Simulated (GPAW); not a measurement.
Set up this calculation in GPAW 26.7.0, as an ASE script.

* Task: band structure
* Functional: r2SCAN
* Potentials or basis: GPAW PAW data sets (gpaw-data 1.2.1)
* Cutoff: 800 eV
* Basis: pw
* k mesh: 9 × 9 × 9
* Occupations: fermi-dirac, width 0.05 eV
* Spin: no spin polarisation
* Maxiter: 150
* Band path: GXWKGLUWLK,UX
* Band points: 80

The system is NaH.

```xyz
2
Lattice="0.0000 2.4400 2.4400 2.4400 0.0000 2.4400 2.4400 2.4400 0.0000" Properties=species:S:1:pos:R:3 pbc="T T T"
Na    0.0000    0.0000    0.0000
H     2.4400    2.4400    2.4400
```

One way to write it, as run:

run.py

```python
from ase import Atoms
from ase.dft.bandgap import bandgap
from ase.io import write
from ase.units import GPa
from gpaw import GPAW, PW

atoms = Atoms(['Na', 'H'],
              cell=[[0.0, 2.44, 2.44],
                    [2.44, 0.0, 2.44],
                    [2.44, 2.44, 0.0]],
              scaled_positions=[[0.0, 0.0, 0.0],
                                [0.5, 0.5, 0.5]],
              pbc=True)

calc = GPAW(mode=PW(800),
            xc='MGGA_X_R2SCAN+MGGA_C_R2SCAN',
            kpts={'size': (9, 9, 9), 'gamma': True},
            occupations={'name': 'fermi-dirac', 'width': 0.05},
            nbands=11,
            convergence={'density': 1e-05, 'energy': 1e-05},
            maxiter=150,
            txt='gpaw.txt')
atoms.calc = calc
energy = atoms.get_potential_energy()
forces = atoms.get_forces()
stress = atoms.get_stress()
calc.write('gs.gpw')
write('result.traj', atoms)
print(f'Energy: {energy:.6f} eV')
print('Forces (eV/A):')
print(forces.round(4))
print('Stress (GPa):', (stress / GPa).round(3))
print('Fermi level:', round(calc.get_fermi_level(), 4), 'eV')
print(f'Gap: {bandgap(calc)[0]:.4f} eV, direct: {bandgap(calc, direct=True)[0]:.4f} eV')

path = atoms.cell.bandpath('GXWKGLUWLK,UX', npoints=80, eps=1e-4)
bs_calc = calc.fixed_density(kpts=path, symmetry='off', nbands=19,
                             convergence={'bands': 'CBM+6.0', 'eigenstates': 1e-6}, txt='bands.txt')
bs = bs_calc.band_structure()
bs.write('bs.json')
print(f'Gap on the path: {bandgap(bs_calc)[0]:.4f} eV')
```

Potentials or basis: GPAW PAW data sets (gpaw-data 1.2.1), pw.

Command:

```bash
$ OMP_NUM_THREADS=1 python run.py
```

Results of the run:

```json
{
 "Pressure": "-1.0 GPa",
 "Band gap on the k mesh": "4.60 eV, indirect (least direct gap 5.29 eV)",
 "Band gap along the path": "4.31 eV, indirect (least direct gap 5.14 eV)"
}
```

Caveat: the PAW data sets were made with another functional, which shifts forces and pressure a little; the mesh misses the band edges, which the band path finds closer together.

Run time: 73 s on 1 thread of Arm Neoverse V2, with other jobs on the host, peak memory 0.26 GiB.
